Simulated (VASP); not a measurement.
# What goes wrong when GaP is relaxed with a bad input

Aim: see how common mistakes in a VASP relaxation show up, on GaP. The starting structure is a measured crystal structure from the Crystallography Open Database.

Program: VASP 6.6.1. Level of theory: Kohn-Sham DFT with plane waves and PAW; PBEsol. Results are calculated unless marked as measured.

## 1. Set-up

It takes space group F-43m (No. 216, cubic). Conventional cell: a = 5.451 Å, b = 5.451 Å, c = 5.451 Å, α = 90.00°, β = 90.00°, γ = 90.00°. Nearest to Ga lie 4 P at 2.36 Å. P has 4 Ga at 2.36 Å nearest. Farther neighbours are not listed.

## 2. Reference relaxation

INCAR

```
SYSTEM = GaP
PREC = Accurate
ENCUT = 450
EDIFF = 1E-06
NELM = 100
ISMEAR = 0
SIGMA = 0.03
LREAL = .FALSE.
ALGO = Normal
GGA = PS
NBANDS = 15
LORBIT = 11
LWAVE = .FALSE.
LCHARG = .FALSE.
KPAR = 2
IBRION = 2
NSW = 50
ISIF = 3
EDIFFG = -0.01
```

POSCAR

```
GaP
1.0
    0.0000000000      2.7252500000      2.7252500000
    2.7252500000      0.0000000000      2.7252500000
    2.7252500000      2.7252500000      0.0000000000
Ga P
1 1
Direct
    0.0000000000      0.0000000000      0.0000000000
    0.7500000000      0.7500000000      0.7500000000
```

KPOINTS

```
Automatic mesh
0
Gamma
8 8 8
0 0 0
```

The projector-augmented-wave data sets are Ga_d and P (PBE family, release 64).

The run is started by

```
mpirun -np 2 vasp_std
```

What it wrote:

```text
[banner, memory and clock lines left out]
running    2 mpi-ranks, on    1 nodes
 distrk:  each k-point on    1 cores,    2 groups
 distr:  one band on    1 cores,    1 groups

 POSCAR found type information on POSCAR GaP
 POSCAR found :  2 types and       2 ions
|                                                                             |
|               ----> ADVICE to this user running VASP <----                  |
|                                                                             |
|     You enforced a specific xc type in the INCAR file but a different       |
|     [... a line on the potential file left out ...]
|     I HOPE YOU KNOW WHAT YOU ARE DOING!                                     |
|                                                                             |

 LDA part: xc-table for (Slater+PW92), standard interpolation
 POSCAR, INCAR and KPOINTS ok, starting setup
 FFT: planning ... GRIDC
 FFT: planning ... GRID_SOFT
 FFT: planning ... GRID
 WAVECAR not read
 entering main loop
       N       E                     dE             d eps       ncg     rms          rms(c)
DAV:   1     0.781391745731E+02    0.78139E+02   -0.84128E+03   894   0.159E+03
DAV:   2    -0.424150731407E+01   -0.82381E+02   -0.78997E+02   975   0.307E+02
DAV:   3    -0.101072459229E+02   -0.58657E+01   -0.58467E+01  1087   0.667E+01
DAV:   4    -0.102026883392E+02   -0.95442E-01   -0.95410E-01  1070   0.928E+00
DAV:   5    -0.102047405941E+02   -0.20523E-02   -0.20519E-02  1150   0.115E+00    0.412E+00
DAV:   6    -0.996141204895E+01    0.24333E+00   -0.37184E-01  1347   0.120E+01    0.261E+00
DAV:   7    -0.992328366438E+01    0.38128E-01   -0.83399E-02  1215   0.233E+00    0.988E-01
DAV:   8    -0.992043633445E+01    0.28473E-02   -0.12292E-02  1045   0.136E+00    0.164E-01
DAV:   9    -0.992059184327E+01   -0.15551E-03   -0.10444E-03  1262   0.461E-01    0.654E-02
DAV:  10    -0.992061400352E+01   -0.22160E-04   -0.57441E-05  1209   0.771E-02    0.273E-02
DAV:  11    -0.992064037494E+01   -0.26371E-04   -0.27218E-05  1031   0.550E-02    0.511E-03
DAV:  12    -0.992064033025E+01    0.44691E-07   -0.98350E-07   814   0.123E-02
   1 F= -.99206403E+01 E0= -.99206403E+01  d E =-.992064E+01
 curvature:   0.00 expect dE= 0.000E+00 dE for cont linesearch  0.000E+00
 trial: gam= 0.00000 g(F)=  0.223E-46 g(S)=  0.252E-02 ort = 0.000E+00 (trialstep = 0.100E+01)
 search vector abs. value=  0.252E-02
 bond charge predicted
       N       E                     dE             d eps       ncg     rms          rms(c)
DAV:   1    -0.994952564845E+01   -0.28885E-01   -0.33726E-01  1101   0.111E+01    0.996E-01
DAV:   2    -0.992716040047E+01    0.22365E-01   -0.37154E-02  1080   0.471E+00    0.446E-01
DAV:   3    -0.992173500844E+01    0.54254E-02   -0.52396E-03  1150   0.145E+00    0.106E-01
DAV:   4    -0.992123132400E+01    0.50368E-03   -0.57808E-04  1022   0.299E-01    0.436E-02
DAV:   5    -0.992113741011E+01    0.93914E-04   -0.54271E-05  1145   0.988E-02    0.980E-03
DAV:   6    -0.992113719037E+01    0.21973E-06   -0.22177E-06   939   0.149E-02
   2 F= -.99211372E+01 E0= -.99211372E+01  d E =-.496860E-03
 trial-energy change:   -0.000497  1 .order   -0.000451   -0.002524    0.001622
 step:   0.6244(harm=  0.6087)  dis= 0.00000  next Energy=    -9.921439 (dE=-0.799E-03)
 bond charge predicted
       N       E                     dE             d eps       ncg     rms          rms(c)
DAV:   1    -0.992539815447E+01   -0.42607E-02   -0.48217E-02  1101   0.430E+00    0.371E-01
DAV:   2    -0.992227941124E+01    0.31187E-02   -0.50309E-03  1080   0.162E+00    0.169E-01
DAV:   3    -0.992149757557E+01    0.78184E-03   -0.81698E-04  1157   0.575E-01    0.377E-02
DAV:   4    -0.992142763454E+01    0.69941E-04   -0.82967E-05  1050   0.122E-01    0.163E-02
DAV:   5    -0.992141275590E+01    0.14879E-04   -0.75966E-06  1121   0.368E-02    0.408E-03
DAV:   6    -0.992141255609E+01    0.19981E-06   -0.30667E-07   554   0.726E-03
   3 F= -.99214126E+01 E0= -.99214126E+01  d E =-.772226E-03
 curvature:  -0.30 expect dE=-0.180E-05 dE for cont linesearch -0.180E-05
 trial: gam=-0.04616 g(F)=  0.119E-46 g(S)=  0.594E-05 ort = 0.122E-03 (trialstep = 0.925E+00)
 search vector abs. value=  0.141E-07
 reached required accuracy - stopping structural energy minimisation
```

Wall time 7.4 s (2 MPI ranks of Intel Xeon 6975P-C (Granite Rapids), shared host); peak memory 0.3 GiB.

The logs omit lines about the potential files and the build; timing stands in the text.

From OUTCAR (step 2):

```text
ion  position               nearest neighbor table
   1  0.000  0.000  0.000-   2 2.36   2 2.36   2 2.36   2 2.36
   2  0.750  0.750  0.750-   1 2.36   1 2.36   1 2.36   1 2.36

  LATTYP: Found a face centered cubic cell.
 ALAT       =     5.4505000000

 Subroutine GETGRP returns: Found 24 space group operations
 (whereof 24 operations were pure point group operations)

The static configuration has the point symmetry T_d .

 Found     29 irreducible k-points:

   k-points           NKPTS =     29   k-points in BZ     NKDIM =     29   number of bands    NBANDS=     15

   dimension x,y,z NGX =    28 NGY =   28 NGZ =   28
   dimension x,y,z NGXF=    56 NGYF=   56 NGZF=   56

   ENCUT  =  450.0 eV  33.07 Ry    5.75 a.u.   6.67  6.67  6.67*2*pi/ulx,y,z

   NELECT =      18.0000    total number of electrons

 k-points in reciprocal lattice and weights: Automatic mesh
   0.00000000  0.00000000  0.00000000       0.002
   0.12500000  0.00000000  0.00000000       0.016
   0.25000000  0.00000000  0.00000000       0.016
   0.37500000  0.00000000  0.00000000       0.016
   0.50000000  0.00000000  0.00000000       0.008
   0.12500000  0.12500000  0.00000000       0.012
   0.25000000  0.12500000  0.00000000       0.047
   0.37500000  0.12500000  0.00000000       0.047
   0.50000000  0.12500000  0.00000000       0.047
[...]
-0.37500000  0.50000000  0.12500000       0.023
  -0.25000000  0.50000000  0.25000000       0.012

 average (electrostatic) potential at core
       1 -65.1192       2 -83.3169

 E-fermi :   4.8389

 k-point     1 :       0.0000    0.0000    0.0000
  band No.  band energies     occupation
    ...
      5      -9.7969      2.00000
      6      -7.9334      2.00000
      7       4.6547      2.00000
      8       4.6547      2.00000
      9       4.6547      2.00000
     10       6.4748      0.00000
     11       8.4795      0.00000
     12       8.4795      0.00000
     13       8.4795      0.00000
     14      13.2577      0.00000
    ...

 k-point     2 :       0.1250    0.0000    0.0000
  band No.  band energies     occupation
    ...
      5      -9.7969      2.00000
      6      -7.7272      2.00000
      7       3.0005      2.00000
      8       4.4180      2.00000
      9       4.4180      2.00000
     10       7.0843      0.00000
     11       8.8371      0.00000
     12       8.8371      0.00000
     13       9.0706      0.00000
     14      13.7764      0.00000
    ...

 k-point     3 :       0.2500    0.0000    0.0000
  band No.  band energies     occupation
    ...
      5      -9.7956      2.00000
      6      -7.1426      2.00000
      7       0.7219      2.00000
      8       3.9755      2.00000
      9       3.9755      2.00000
     10       6.7596      0.00000
     11       9.3466      0.00000
     12       9.3466      0.00000
     13      10.9591      0.00000
     14      13.5827      0.00000
    ...

  Total       -0.0090592     -0.0090592     -0.0090592     -0.0000000      0.0000000      0.0000000
  in kB       -0.3615926     -0.3615926     -0.3615926     -0.0000000      0.0000000      0.0000000
  external PRESSURE =      -0.3615926 kB  Pullay stress =       0.0000000 kB

  energy-cutoff  :      450.00
  volume of cell :       40.14
      direct lattice vectors                 reciprocal lattice vectors
     0.000000000  2.717584969  2.717584969    -0.183986888  0.183986888  0.183986888
     2.717584969  0.000000000  2.717584969     0.183986888 -0.183986888  0.183986888
     2.717584969  2.717584969  0.000000000     0.183986888  0.183986888 -0.183986888

 POSITION                                       TOTAL-FORCE (eV/Angst)
 -----------------------------------------------------------------------------------
      0.00000      0.00000      0.00000         0.000000      0.000000      0.000000
      4.07638      4.07638      4.07638        -0.000000     -0.000000     -0.000000
 -----------------------------------------------------------------------------------
    total drift:                               -0.000000     -0.000000     -0.000000

  FREE ENERGIE OF THE ION-ELECTRON SYSTEM (eV)
  ---------------------------------------------------
  free  energy   TOTEN  =        -9.9214125561 eV

  energy  without entropy=       -9.9214125561  energy(sigma->0) =       -9.92141256

 reached required accuracy - stopping structural energy minimisation

 total charge
# of ion       s       p       d       tot
------------------------------------------
    1        0.865   0.863  10.014  11.742
    2        1.017   1.513   0.000   2.530
--------------------------------------------------
tot          1.882   2.376  10.014  14.272

[... 3 further parts left out ...]
```

The PAW data sets were made with PBE, which is usual practice but a small mismatch for other functionals. The run keeps the 24 symmetry operations of its start, so it cannot find a distortion of lower symmetry.

The reference relaxation ends at 20.070 Å³ an atom. Pressures at 0.985 and 1.015 times this volume, from two more relaxations that aren't shown, give a bulk modulus of 85.3 GPa.

## 3. Relaxation with too few electronic steps

A slip made on purpose: too few electronic steps. Against step 2 the input has NELM = 4 (also changed: NSW).

INCAR, as its differences from that of step 2:

```diff
@@ -4,3 +4,3 @@
 EDIFF = 1E-06
-NELM = 100
+NELM = 4
 ISMEAR = 0
@@ -16,3 +16,3 @@
 IBRION = 2
-NSW = 50
+NSW = 30
 ISIF = 3
```

POSCAR is that of step 2.

KPOINTS is that of step 2.

The run is started by

```
mpirun -np 2 vasp_std
```

What it wrote:

```text
[banner, memory and clock lines left out]
running    2 mpi-ranks, on    1 nodes
[...]
[... a notice as in an earlier step ...]

 LDA part: xc-table for (Slater+PW92), standard interpolation
 POSCAR, INCAR and KPOINTS ok, starting setup
[...]
entering main loop
       N       E                     dE             d eps       ncg     rms          rms(c)
[... 4 cycles as in an earlier step ...]
|                                                                             |
|           W    W    AA    RRRRR   N    N  II  N    N   GGGG   !!!           |
|           W    W   A  A   R    R  NN   N  II  NN   N  G    G  !!!           |
|           W    W  A    A  R    R  N N  N  II  N N  N  G       !!!           |
|           W WW W  AAAAAA  RRRRR   N  N N  II  N  N N  G  GGG   !            |
|           WW  WW  A    A  R   R   N   NN  II  N   NN  G    G                |
|           W    W  A    A  R    R  N    N  II  N    N   GGGG   !!!           |
|                                                                             |
[...]
|     EEEEE    RRRRRR   RRRRRR   O     O  RRRRRR       #       #       #      |
|     E        R   R    R   R    O     O  R   R                               |
|     E        R    R   R    R   O     O  R    R      ###     ###     ###     |
|     EEEEEEE  R     R  R     R  OOOOOOO  R     R     ###     ###     ###     |
|                                                                             |
|     Orbital orthonormalization failed in the inversion of matrix            |
|     LAPACK: Routine ZPOTRF failed! kpoint: 1 spin: 1                        |
|                                                                             |
|     Possible solutions for this issue are:                                  |
|     - Please check whether the atoms are too close to each other.           |
|     - Decreasing POTIM might help during relaxations or MDs.                |
|     - Deleting CHGCAR or WAVECAR if incompatible with the structure.        |
|     - Try calculating without symmetrizing (ISYM = 0 or ISYM = -1).         |
|     - As last resort: using a different PAW for some of the atoms.          |
|                                                                             |
|       ---->  I REFUSE TO CONTINUE WITH THIS SICK JOB ... BYE!!! <----       |
|                                                                             |

1
1
```

Elapsed: 5.6 s, on 2 MPI ranks.

VASP stopped with this message: “Orbital orthonormalization failed in the inversion of matrix LAPACK: Routine ZPOTRF failed! kpoint: 1 spin: 1”.

## 4. Relaxation with a functional's name that the tag doesn't take

A slip made on purpose: a functional's name that the tag doesn't take. Against step 2 the input has GGA = PBESOL (also changed: NELM).

INCAR, as its differences from that of step 3:

```diff
@@ -4,3 +4,3 @@
 EDIFF = 1E-06
-NELM = 4
+NELM = 60
 ISMEAR = 0
@@ -9,3 +9,3 @@
 ALGO = Normal
-GGA = PS
+GGA = PBESOL
 NBANDS = 15
@@ -16,3 +16,3 @@
 IBRION = 2
-NSW = 30
+NSW = 50
 ISIF = 3
```

POSCAR is that of step 3.

KPOINTS is that of step 3.

The run is started by

```
mpirun -np 2 vasp_std
```

What it wrote:

```text
[banner, memory and clock lines left out]
running    2 mpi-ranks, on    1 nodes
[...]
|                                                                             |
|     EEEEEEE  RRRRRR   RRRRRR   OOOOOOO  RRRRRR      ###     ###     ###     |
|     E        R     R  R     R  O     O  R     R     ###     ###     ###     |
|     E        R     R  R     R  O     O  R     R     ###     ###     ###     |
|     EEEEE    RRRRRR   RRRRRR   O     O  RRRRRR       #       #       #      |
|     E        R   R    R   R    O     O  R   R                               |
|     E        R    R   R    R   O     O  R    R      ###     ###     ###     |
|     EEEEEEE  R     R  R     R  OOOOOOO  R     R     ###     ###     ###     |
|                                                                             |
|     Error: One of the selected functionals does not exist.                  |
|                                                                             |
|       ---->  I REFUSE TO CONTINUE WITH THIS SICK JOB ... BYE!!! <----       |
|                                                                             |

1
1
```

Run time: 2.6 s. Hardware: 2 MPI ranks.

VASP stopped with this message: “Error: One of the selected functionals does not exist”.

## 5. Relaxation with too few ionic steps

A slip made on purpose: too few ionic steps. Against step 2 the input has NSW = 2 (also changed: NELM).

INCAR, as its differences from that of step 4:

```diff
@@ -9,3 +9,3 @@
 ALGO = Normal
-GGA = PBESOL
+GGA = PS
 NBANDS = 15
@@ -16,3 +16,3 @@
 IBRION = 2
-NSW = 50
+NSW = 2
 ISIF = 3
```

POSCAR is that of step 4.

KPOINTS is that of step 4.

The run is started by

```
mpirun -np 2 vasp_std
```

What it wrote:

```text
[... set-up lines as in an earlier step ...]
 entering main loop
       N       E                     dE             d eps       ncg     rms          rms(c)
[... 12 cycles as in an earlier step ...]
   1 F= -.99206403E+01 E0= -.99206403E+01  d E =-.992064E+01
[...]
N       E                     dE             d eps       ncg     rms          rms(c)
[... 6 cycles as in an earlier step ...]
   2 F= -.99211372E+01 E0= -.99211372E+01  d E =-.496860E-03
 trial-energy change:   -0.000497  1 .order   -0.000451   -0.002524    0.001622
 step:   0.6244(harm=  0.6087)  dis= 0.00000  next Energy=    -9.921439 (dE=-0.799E-03)
```

It took 5.8 s on 2 MPI ranks; peak memory 0.28 GiB.

From OUTCAR (step 5):

```text
  Total        0.1200592      0.1200592      0.1200592     -0.0000000      0.0000000     -0.0000000
  in kB        4.8165857      4.8165857      4.8165857     -0.0000000      0.0000000     -0.0000000
  external PRESSURE =       4.8165857 kB  Pullay stress =       0.0000000 kB

 POSITION                                       TOTAL-FORCE (eV/Angst)
 -----------------------------------------------------------------------------------
      0.00000      2.71297      2.71297         0.000000      0.000000      0.000000
      4.06946      4.06946      4.06946        -0.000000     -0.000000     -0.000000
 -----------------------------------------------------------------------------------
    total drift:                               -0.000000     -0.000000     -0.000000

  FREE ENERGIE OF THE ION-ELECTRON SYSTEM (eV)
  ---------------------------------------------------
  free  energy   TOTEN  =        -9.9211371904 eV

  energy  without entropy=       -9.9211371904  energy(sigma->0) =       -9.92113719

[... 1 part as in an earlier step ...]

[... 2 further parts left out ...]
[key lines of the parts left out:]
E-fermi :   4.8927
```

The relaxation used up its 2 ionic steps (NSW) before forces and stress met EDIFFG.

## 6. Relaxation with the cell held fixed (ISIF = 2)

A slip made on purpose: the cell held fixed (ISIF = 2). Against step 2 the input has ISIF = 2 (also changed: NELM).

INCAR, as its differences from that of step 5:

```diff
@@ -16,4 +16,4 @@
 IBRION = 2
-NSW = 2
-ISIF = 3
+NSW = 50
+ISIF = 2
 EDIFFG = -0.01
```

POSCAR is that of step 5.

KPOINTS is that of step 5.

The run is started by

```
mpirun -np 2 vasp_std
```

What it wrote:

```text
[... set-up lines as in an earlier step ...]
 entering main loop
       N       E                     dE             d eps       ncg     rms          rms(c)
[... 12 cycles as in an earlier step ...]
   1 F= -.99206403E+01 E0= -.99206403E+01  d E =-.992064E+01
[...]
reached required accuracy - stopping structural energy minimisation
```

Run time: 4 s. Hardware: 2 MPI ranks; peak memory 0.29 GiB.

From OUTCAR (step 6):

```text
  Total       -0.1867503     -0.1867503     -0.1867503      0.0000000      0.0000000      0.0000000
  in kB       -7.3913343     -7.3913343     -7.3913343      0.0000000      0.0000000      0.0000000
  external PRESSURE =      -7.3913343 kB  Pullay stress =       0.0000000 kB

 POSITION                                       TOTAL-FORCE (eV/Angst)
 -----------------------------------------------------------------------------------
      0.00000      0.00000      0.00000         0.000000     -0.000000     -0.000000
      4.08788      4.08788      4.08788        -0.000000      0.000000      0.000000
 -----------------------------------------------------------------------------------
    total drift:                               -0.000001     -0.000001     -0.000001

  FREE ENERGIE OF THE ION-ELECTRON SYSTEM (eV)
  ---------------------------------------------------
  free  energy   TOTEN  =        -9.9206403302 eV

  energy  without entropy=       -9.9206403302  energy(sigma->0) =       -9.92064033

[... 2 parts as in an earlier step ...]

[... 2 further parts left out ...]
[key lines of the parts left out:]
E-fermi :   4.7498
```

With the cell held fixed (ISIF = 2) the cell ends at 20.240 Å³ an atom, +0.85 % from the reference.

## 7. All runs side by side

```csv
run,ended,volume (Å³/atom),change (%),bulk modulus (GPa),pressure left (GPa),core minutes
reference,converged,20.07,-,85.3,-0.04,0.247
too few electronic steps,stopped by VASP,-,-,-,-,0.187
a functional's name that the tag doesn't take,stopped by VASP,-,-,-,-,0.0867
too few ionic steps,not converged,-,-,-,-,0.193
the cell held fixed (ISIF = 2),converged,20.24,0.85,-,-0.74,0.133
```

Core minutes are wall time times ranks, summed over the relaxations behind a row (those for a bulk modulus apart), on shared hosts.

## 8. Results

```
volume of the reference                                      : 20.07 Å³/atom
volume against the reference, the cell held fixed (ISIF = 2) : +0.85 %
run with too few electronic steps                            : stopped by VASP
run with a functional's name that the tag doesn't take       : stopped by VASP
run with too few ionic steps                                 : not converged
```

In words: VASP stopped by itself in the runs with too few electronic steps and a functional's name that the tag doesn't take. The run with too few ionic steps didn't converge. Finished, but with signs in the output that stand out against the reference: the cell held fixed (ISIF = 2), with the volume kept at the input's, +0.8 % from the reference (signs: a stress of up to 0.7 GPa). Further runs on this material are not shown.

[Lines on the potential files, build, host, timing and source positions are cut from VASP's logs without a mark.]

[Logs are printed without paths, hosts, clocks, repeated set-up lines and the standing remarks that a program may print on its own settings, such as how far it seeks lower states.]

[Hosts, paths, dates, database ids (printed as entryN), source tags and the programs' standing remarks are cut or masked in the printed files.]
